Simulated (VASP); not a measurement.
# Os (P6_3/mmc) in VASP: a series of runs, part 2 of 2

VASP 6.6.1. The steps go on from the part before.

## Step 4: Single point, PBE

INCAR reads:

```
PREC = Accurate ; ENCUT = 520
EDIFF = 1E-7 ; ISMEAR = 0
SIGMA = 0.019000000000000003 ; LREAL = False
LASPH = True ; NELM = 60
ALGO = Normal ; ISIF = 2
LWAVE = False ; LCHARG = False
GGA = PE
```

KPOINTS reads:

```
Automatic mesh
0
Gamma
  11 11 6
```

POSCAR reads:

```
Os
1.0
    2.7341000000      0.0000000000      0.0000000000
   -1.3670500000      2.3678000565      0.0000000000
    0.0000000000      0.0000000000      4.3197000000
Os
2
Direct
    0.6666666667      0.3333333333      0.7500000000
    0.3333333333      0.6666666667      0.2500000000
```

Potentials or basis: VASP PAW PBE potentials, release 64 (Os).

Launch:

```bash
$ cat potpaw_PBE.64/Os/POTCAR > POTCAR
$ mpirun -np 1 vasp_std > vasp.out
```

OUTCAR:

```text
PREC = Accurate
   ENCUT = 520
   EDIFF = 1E-7
   ISMEAR = 0
   LREAL = False
   LASPH = True
   NELM = 60
   ISIF = 2
   GGA = PE

 ion  position               nearest neighbor table
   1  0.667  0.333  0.750-   2 2.68   2 2.68   2 2.68   2 2.68   2 2.68   2 2.68
   2  0.333  0.667  0.250-   1 2.68   1 2.68   1 2.68   1 2.68   1 2.68   1 2.68

  LATTYP: Found a hexagonal cell.
 ALAT       =     2.7341000000
 C/A-ratio  =     1.5799348963

  Lattice vectors:

 A1 = (   2.7341000000,   0.0000000000,   0.0000000000)
 A2 = (  -1.3670500000,   2.3678000565,   0.0000000000)
 A3 = (   0.0000000000,   0.0000000000,   4.3197000000)

Analysis of symmetry for initial positions (statically):
=====================================================================
 Subroutine PRICEL returns:
 Original cell was already a primitive cell.

 Routine SETGRP: Setting up the symmetry group for a
 hexagonal supercell.

 Subroutine GETGRP returns: Found 24 space group operations
 (whereof 12 operations were pure point group operations)
 out of a pool of 24 trial point group operations.

The static configuration has the point symmetry D_3d.
 The point group associated with its full space group is D_6h.

Analysis of symmetry for dynamics (positions and initial velocities):
=====================================================================
 Subroutine PRICEL returns:
 Original cell was already a primitive cell.

 Routine SETGRP: Setting up the symmetry group for a
 hexagonal supercell.

 Subroutine GETGRP returns: Found 24 space group operations
 (whereof 12 operations were pure point group operations)
 out of a pool of 24 trial point group operations.

The dynamic configuration has the point symmetry D_3d.
 The point group associated with its full space group is D_6h.

 Subroutine INISYM returns: Found 24 space group operations
 (whereof 12 operations are pure point group operations),
 and found     1 'primitive' translations

[... 123 lines left out ...]
   LEPSILON=     F    determine dielectric tensor
   LRPA    =     F    only Hartree local field effects (RPA)
 non-spin polarized calculation
 Gauss-broadening in eV      SIGMA  =   0.02
  energy-cutoff  :      520.00
  volume of cell :       27.96
 maximum number of plane-waves:       768
   NGX = 11   NGY = 11   NGZ = 17

 number of electron      15.9999998 magnetization

 Free energy of the ion-electron system (eV)
  ---------------------------------------------------
  ext. energy  EPLUGINS =         0.00000000
  ---------------------------------------------------
  free energy    TOTEN  =       -22.46797636 eV

  energy without entropy =      -22.46763549  energy(sigma->0) =      -22.46780593

 E-fermi :   9.4111     XC(G=0): -14.0601

 val. band max:        9.4070067517   @ k =   0.0909   0.0000   0.3333
 cond. band min:       9.4908555364   @ k =   0.3636   0.0909   0.3333
 fundamental gap:      0.0838487847
 Fermi energy:         9.4111466024

 k-point     1 :       0.0000    0.0000    0.0000
  band No.  band energies     occupation
      1      -1.4737      2.00000
      2       1.6790      2.00000
      3       6.4220      2.00000
      4       6.4220      2.00000
      5       6.6709      2.00000
      6       7.2648      2.00000
      7       7.2648      2.00000
      8       7.9108      2.00000
      9       7.9108      2.00000
     10       9.4970      0.00000
     11      11.1642      0.00000
     12      11.1642      0.00000
[... 331 lines left out ...]
 k-point    24 :       0.1818    0.0909    0.1667
  band No.  band energies     occupation
      1       0.8326      2.00000
      2       3.2865      2.00000
      3       4.6949      2.00000
      4       4.9186      2.00000
      5       6.1722      2.00000
      6       6.7904      2.00000
      7       7.3674      2.00000
      8       8.3204      2.00000
      9       8.9318      2.00000
     10       9.3105      2.00000
     11      11.6035      0.00000
     12      15.0213      0.00000

 [... further k-points ...]

------------------------ aborting loop because EDIFF is reached ----------------------------------------

  FORCE on cell =-STRESS in cart. coord.  units (eV):
  Direction    XX          YY          ZZ          XY          YZ          ZX
  --------------------------------------------------------------------------------------
  -------------------------------------------------------------------------------------
  Total        1.5181074      1.5181074      1.5684414     -0.0000000     -0.0000000      0.0000000
  in kB       86.9761295     86.9761295     89.8598904     -0.0000000     -0.0000000      0.0000000
  external PRESSURE =      87.9373831 kB  Pullay stress =       0.0000000 kB

 VOLUME and BASIS-vectors are now :
 -----------------------------------------------------------------------------
  energy-cutoff  :      520.00
  volume of cell :       27.96
      direct lattice vectors                 reciprocal lattice vectors
     2.734100000  0.000000000  0.000000000     0.365751070  0.211166479  0.000000000
    -1.367050000  2.367800057  0.000000000     0.000000000  0.422332957  0.000000000
     0.000000000  0.000000000  4.319700000     0.000000000  0.000000000  0.231497558

 POSITION                                       TOTAL-FORCE (eV/Angst)
 -----------------------------------------------------------------------------------
      1.36705      0.78927      3.23977         0.000000      0.000000      0.000000
     -0.00000      1.57853      1.07993         0.000000      0.000000      0.000000
 -----------------------------------------------------------------------------------
    total drift:                               -0.000000      0.000000     -0.000000

  FREE ENERGIE OF THE ION-ELECTRON SYSTEM (eV)
  ---------------------------------------------------
  free  energy   TOTEN  =       -22.4679763595 eV

  energy  without entropy=      -22.4676354936  energy(sigma->0) =      -22.46780593
```

stdout:

```text
POSCAR found type information on POSCAR Os
 POSCAR found :  1 types and       2 ions
 scaLAPACK will be used
 LDA part: xc-table for (Slater+PW92), standard interpolation
 POSCAR, INCAR and KPOINTS ok, starting setup
 FFT: planning ... GRIDC
 FFT: planning ... GRID_SOFT
 FFT: planning ... GRID
 WAVECAR not read
 entering main loop
```

It took 7.8 s on 1 thread of Intel Xeon 6975P-C (Granite Rapids), shared host; peak memory 0.15 GiB.

What came out:

```yaml
Free_energy: -22.4680 eV
Pressure: 8.8 GPa
Band_gap_on_the_k_mesh: none (metal or under the smearing width)
```

The run has no spin-orbit coupling, so splittings on Os are missing.

## Step 5: Summary

```tsv
smearing	gap on the mesh (eV)	pressure (GPa)
gaussian 0.022 eV	none	8.8
gaussian 0.024 eV	none	8.7
gaussian 0.019 eV	none	8.8
```

Alike in all rows: task single point; level PBE; potentials or basis VASP PAW PBE potentials, release 64 (Os); no spin polarisation; cell as given; k mesh 11 × 11 × 6; cutoff (eV) 520.

Every run on the cell as given and a fine mesh finds a metal.

Absolute energies hang on the potentials; compare differences alone.
